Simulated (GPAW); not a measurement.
**PbS (Galena): relaxation of cell and atoms with RPBE+D3(BJ)**

The system is PbS (Galena).

```xyz
2
Lattice="0.0000 2.9657 2.9657 2.9657 0.0000 2.9657 2.9657 2.9657 0.0000" Properties=species:S:1:pos:R:3 pbc="T T T"
Pb    0.0000    0.0000    0.0000
S     2.9657    2.9657    2.9657
```

```yaml
Program: GPAW 26.7.0
Task: relaxation of cell and atoms
Functional: RPBE
Dispersion: D3(BJ)
Potentials_or_basis: the program's PAW data sets (release 1.2.1) made for this functional
Cutoff: 600 eV
Basis: pw
k_mesh: 8 × 8 × 8
Occupations: fermi-dirac, width 0.05 eV
Spin: no spin polarisation
Maxiter: 150
Optimizer: BFGS
Fmax: 0.01 eV/Å
Max_steps: 40
Convergence: density=1e-05 forces=0.0001
```

| Property | Result |
| --- | --- |
| Relaxed volume | 21.62 Å³/atom |
| Relaxed cell | a = 3.940 Å, b = 3.940 Å, c = 3.940 Å, α = 60.00°, β = 60.00°, γ = 60.00° |
| Space group after relaxing (to 0.05 Å) | Fm-3m (No. 225) |
| Energy gained by relaxing | 177.2 meV/atom |
| Ionic steps | 5 |
| Pressure after relaxing | 0.0 GPa |
| Band gap on the k mesh | 0.54 eV, direct |
| Dispersion energy per atom | -2.074 eV |

Step by step:
```tsv
step	energy change (eV)	largest force (eV/Å)	pressure (GPa)	volume (Å³)
1	0.0000	0.0000	-10.82	52.17
2	-0.1215	0.0000	-9.35	50.24
3	-0.3369	0.0000	3.55	41.65
4	-0.3538	0.0000	-0.64	43.56
5	-0.3544	0.0000	-0.03	43.25
```

Final structure:
```
Pb S
1.0
     0.00000    2.78598    2.78598
     2.78598    0.00000    2.78598
     2.78598    2.78598    0.00000
Pb S
1 1
Direct
  0.00000 0.00000 0.00000
  0.50000 0.50000 0.50000
```

Levels at points of the mesh, in eV from the valence-band top:
| k point | band 8 | band 9 | band 10 | band 11 | band 12 | band 13 |
| --- | --- | --- | --- | --- | --- | --- |
| (0.00, 0.00, 0.00) | -3.09 | -3.09 | -3.09 | 5.95 | 5.95 | 5.95 |
| (0.50, 0.50, 0.00) | -6.83 | -4.67 | -4.67 | 3.15 | 6.41 | 6.61 |
| (0.50, 0.50, 0.50) | -2.50 | -2.50 | 0.00 | 0.54 | 1.59 | 1.59 |

It took 90 s on 1 thread of Arm Neoverse V1, with other jobs on the host, peak memory 0.22 GiB.

Caveat: later steps reuse the first step's grids; the volume moved by over 15 % at a fixed basis, so the end points are rough; spin-orbit coupling is left out, which as a rule narrows the gap of such compounds by several tenths of an eV; the volume moved by -17 % from the deposited cell, more than functionals usually miss. A k mesh can miss the band edges.
